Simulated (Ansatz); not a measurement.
# LiF: the cost of one run

Computed with Ansatz 0.2.0 (DFT PBE, scalar-relativistic, plane waves, PAW, unless a step's input says otherwise).

1 further run of the same task is left out (it didn't finish).

**1. The system as given**

The structure is cubic, space group Fm-3m (No. 225). The conventional cell has a = 4.068 Å, b = 4.068 Å, c = 4.068 Å, α = 90.00°, β = 90.00°, γ = 90.00°. Li (site symmetry m-3m) has 6 F at 2.03 Å as nearest neighbours. F (site symmetry m-3m) is surrounded by 6 Li at 2.03 Å.

As a file:

```xyz
2
Lattice="0.0000 2.0338 2.0338 2.0338 0.0000 2.0338 2.0338 2.0338 0.0000" Properties=species:S:1:pos:R:3 pbc="T T T"
Li    2.0338    2.0338    2.0338
F     0.0000    0.0000    0.0000
```

It is the end of an earlier relaxation with the same method, from a generated guess; it is a trial structure. At a tolerance of 0.02 Å it has space group Fm-3m (No. 225); it has 8.41 Å³/atom, an uncorrected energy of -2.95 eV/atom over the elements.

**2. Bands, states and charges**

The input, input.yaml:

```yaml
crystal:
  lattice:
    - [0.0, 2.0338410148, 2.0338410148]
    - [2.0338410148, 0.0, 2.0338410148]
    - [2.0338410148, 2.0338410148, 0.0]
  atoms:
    - { symbol: Li, position: [0.5, 0.5, 0.5] }
    - { symbol: F, position: [0.0, 0.0, 0.0] }
basis:
  ecutwfc: 420
kpoints:
  mp_grid: { grid: [10, 10, 10] }
  band_path:
    path:
      - [[0.0, 0.0, 0.0], [0.5, 0.0, 0.5], [0.625, 0.25, 0.625]]
      - [[0.375, 0.375, 0.75], [0.0, 0.0, 0.0], [0.5, 0.5, 0.5], [0.5, 0.25, 0.75], [0.5, 0.0, 0.5]]
    npoints: 14
hamiltonian:
  xc: pbe
scf:
  occupations: { method: gaussian, width: 0.02 }
  n_extra_bands: 6
output:
  forces: true
  stress: true
  eigenvalues: true
  populations: true
  dos: { projected: true, de: 0.02, nscf_kmesh: { grid: [15, 15, 15] } }
  bader: true
  write_density: true
  write_potential: true
  elf: true
  volumetric_format: npy
```

Run with:

```sh
> ansatz run input.yaml --threads 1 --pin off --max-ram 2560MiB --backend cpu --events-out ev --progress --plain --runs-dir out
```

Q: Estimate wall time and peak memory on 1 thread of Arm Neoverse V2, shared host.

About 7.2 s, with a peak of 0.26 GiB.
